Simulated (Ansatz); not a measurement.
# Bands of P

```xyz
1
Lattice="0.0000 1.9379 1.9379 1.9379 0.0000 1.9379 1.9379 1.9379 0.0000" Properties=species:S:1:pos:R:3 pbc="T T T"
P     0.0000    0.0000    0.0000
```

The conventional cell has a = 3.876 Å, b = 3.876 Å, c = 3.876 Å, α = 90.00°, β = 90.00°, γ = 90.00°. P (atom 1) is surrounded by 12 P at 2.74 Å.

The structure comes from a relaxation in the same program, started in the fcc type, and has space group Fm-3m. Whether it is a known phase or the ground state wasn't checked.

All numbers below come from DFT, PBE, all-electron LAPW, scalar-relativistic in Ansatz 0.2.0.

Settings: a Γ-centred 20×20×20 k mesh, Fermi–Dirac smearing of 0.05 eV, basis error target 0.5 meV/atom, no spin polarisation.

Points in fractions of the reciprocal vectors of this cell: Γ (0, 0, 0), X (0.5, 0, 0.5), U (0.625, 0.25, 0.625), K (0.375, 0.375, 0.75), L (0.5, 0.5, 0.5), W (0.5, 0.25, 0.75). The path joins them by straight lines in the order Γ–X–U–K–Γ–L–W–X; legs that retrace an earlier one aren't tabulated. Energies are in eV from the Fermi level.

Task: Is there a gap?

Result: none: with an odd electron count and no spin polarisation the bands can't all be full, a metal in this set-up (spin order or a larger cell could open a gap).

Task: List the levels between -5 and 4.5 eV at the symmetry points.

Result: 
Γ: none in this range
X: 0.67 (×2), 4.32
U: -4.39, 1.63
K: -4.39, 1.63
L: none in this range
W: -4.49 (×2), -2.55
